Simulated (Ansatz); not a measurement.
Space group I4_1/amd:1 (No. 141). a = 5.147 Å, b = 5.147 Å, c = 2.818 Å, α = 90.00°, β = 90.00°, γ = 90.00°
```
atom site symmetry x y z
  Ge    4b      -4m2  0.0000  0.5000  0.7500
```

Equation of state of this Ge structure (not necessarily the ground state), with shape and atoms relaxed at each volume where symmetry leaves them free. It has no gap at any of these volumes. All numbers below come from Ansatz, DFT r2SCAN, scalar-relativistic, plane waves, PAW.

Cutoff 500 eV; k points 16×16×16 on the computed 2-atom cell (Γ-centred); Gaussian smearing, width 0.10 eV; no spin polarisation.

| V (Å³/atom) | E − E(largest V) (meV/atom) | P (GPa) |
| --- | --- | --- |
| 17.544 | 3.69 | 5.53 |
| 18.104 | -10.30 | 2.55 |
| 18.664 | -14.64 | 0.01 |
| 19.224 | -10.77 | -2.14 |
| 19.784 | 0.00 | -3.94 |

**Question.** Fit a third-order Birch–Murnaghan equation to E(V).

**Answer.** V0 = 18.66 Å³/atom, B0 = 78 GPa, B0' = 4.6.

This form isn't the element's structure at ambient conditions.